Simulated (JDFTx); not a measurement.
# BeTe: equation of state with PBEsol

BeTe:

```xyz
2
Lattice="0.0000 2.7700 2.7700 2.7700 0.0000 2.7700 2.7700 2.7700 0.0000" Properties=species:S:1:pos:R:3 pbc="T T T"
Te    4.1550    4.1550    4.1550
Be    0.0000    0.0000    0.0000
```

| Item | Value |
| --- | --- |
| Program | JDFTx 1.7.0 (patched build) |
| Task | equation of state |
| Functional | PBEsol |
| Potentials or basis | PseudoDojo-SR-PBEsol-0.4.1-standard with smoothed tails |
| Cutoff | 1197 eV |
| Density cutoff | 9578 eV |
| k mesh | 8 × 8 × 8 |
| Occupations | fermi-dirac, width 0.05 eV |
| Spin | no spin polarisation |
| Local potential set to -Z/r beyond | 6 bohr |
| Bands | 16 |
| Density cutoff over wavefunction cutoff | 8 |
| Max SCF steps | 100 |
| SCF threshold on the energy | 1e-09 Ha |
| Solver of the electrons | scf |

The equilibrium volume is 22.06 Å³/atom. The bulk modulus is 61 GPa. The pressure derivative of the bulk modulus is 4.0.

Energy against volume, from the lowest point:
```
volume (Å³/atom)  energy (meV/atom)
          19.979              43.69
          20.404              26.72
          20.829              14.27
          21.254               5.91
          21.679               1.27
          22.104               0.00
          22.529               1.79
```

Spin-orbit coupling is left out, which matters for the levels of Te. Zero-point motion and thermal expansion aren't in these numbers.
